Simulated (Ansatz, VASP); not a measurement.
## LiCl: VASP beside Ansatz

```
CELL_PARAMETERS angstrom
5.72659 0.00000 0.00000
0.00000 6.55969 0.00000
0.00000 0.00000 3.13016
ATOMIC_POSITIONS crystal
Li 0.16562 0.09900 0.20164
Li 0.33438 0.59900 0.70164
Li 0.83438 0.90100 0.20164
Li 0.66562 0.40100 0.70164
Cl 0.66562 0.59900 0.29836
Cl 0.33438 0.40100 0.29836
Cl 0.16562 0.90100 0.79836
Cl 0.83438 0.09900 0.79836
```

Alike in both runs: task single point; functional PBE; k mesh 4 × 4 × 6; occupations gaussian, width 0.1 eV; no spin polarisation.

```csv
,VASP,Ansatz
version,VASP 6.6.1,Ansatz 0.2.0
potentials or method,"VASP PAW PBE potentials, release 64 (Li_sv, Cl)","scalar-relativistic, plane waves, PAW"
plane-wave cutoff (eV),520,420
valence electrons in the cell,40,40
```

```tsv
	VASP	Ansatz	Ansatz less VASP
gap on the k mesh at the Fermi level (eV)	4.41	4.37	-0.032
least direct gap on the mesh (eV)	4.45	4.43	-0.023
rms of the force components (eV/Å)	4.000	3.948	-0.0518
```

Atom by atom the forces differ by 0.076 eV/Å (rms over components).

Caveats: forces of over 1 eV/Å show positions far from the minimum, so gaps and moduli don't describe the material at rest. A k mesh can miss the band edges. As with any semilocal functional, this PBE gap is likely too small.
